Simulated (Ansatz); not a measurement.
## Ge in Ansatz: the effect of functional

The system is Ge.

```xyz
2
Lattice="-2.5448 2.7029 1.4651 2.5448 -2.7029 1.4651 2.5448 2.7029 -1.4651" Properties=species:S:1:pos:R:3 pbc="T T T"
Ge    0.0000    1.3514    0.1877
Ge    2.5448    1.3514    1.2774
```

This isn't the form of Ge at room conditions, which is diamond.

The cell isn't the ideal one: volume scaled by 1.06.

Alike in all runs:

```yaml
Program: Ansatz 0.2.0
Task: single point
Potentials_or_basis: Ansatz PAW
k_mesh: 11 × 11 × 11
Occupations: fermi-dirac, width 0.05 eV
Spin: no spin polarisation
```

Task: One run gave: pressure -7.4 GPa; largest force 0.07 eV/Å. Which functional did it use?
A. LDA
B. r2SCAN
C. PBEsol

Result: A.

```tsv
functional	cutoff	pressure (GPa)	largest force (eV/Å)
LDA	420 eV (not typed: the program's choice for these potentials)	-7.4	0.07
PBEsol	420 eV (not typed: the program's choice for these potentials)	-5.9	0.06
r2SCAN	500 eV (not typed: the program's choice for these potentials)	-4.9	0.10
```

Caveats: the PAW data sets come from PBE, with cores solved anew for the run's functional, which leaves a small shift of forces and pressure.

Runs at the PBE level aren't shown here.
